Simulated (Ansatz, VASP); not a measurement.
# Two plane-wave programs on Tl

```
CELL_PARAMETERS angstrom
-1.94100 1.94100 1.94100
1.94100 -1.94100 1.94100
1.94100 1.94100 -1.94100
ATOMIC_POSITIONS crystal
Tl 0.00000 0.00000 0.00000
```

Alike in both runs: task single point; functional PBE; k mesh 6 × 6 × 6; occupations gaussian, width 0.1 eV; no spin polarisation.

```csv
,VASP,Ansatz
version,VASP 6.6.1,Ansatz 0.2.0
potentials or method,"VASP PAW PBE potentials, release 64 (Tl_d)","scalar-relativistic, plane waves, PAW"
plane-wave cutoff (eV),520,420
valence electrons in the cell,13,13
```

VASP gave:

| Quantity | Value |
| --- | --- |
| gap on the k mesh at the Fermi level (eV) | none |
| pressure (GPa) | 2.3 |

Question: What did Ansatz give for the same quantities?

Answer: gap on the k mesh at the Fermi level (eV): none; pressure (GPa): 2.4.

A gap of «none» marks a metal or a gap that the smearing closes. With one functional, cell and mesh, what is left measures potentials, basis and numerics.

Caveats: the k mesh is coarse (spacing up to 0.38 Å⁻¹), so the values aren't converged. Spin-orbit coupling is left out, which matters for the levels of Tl.
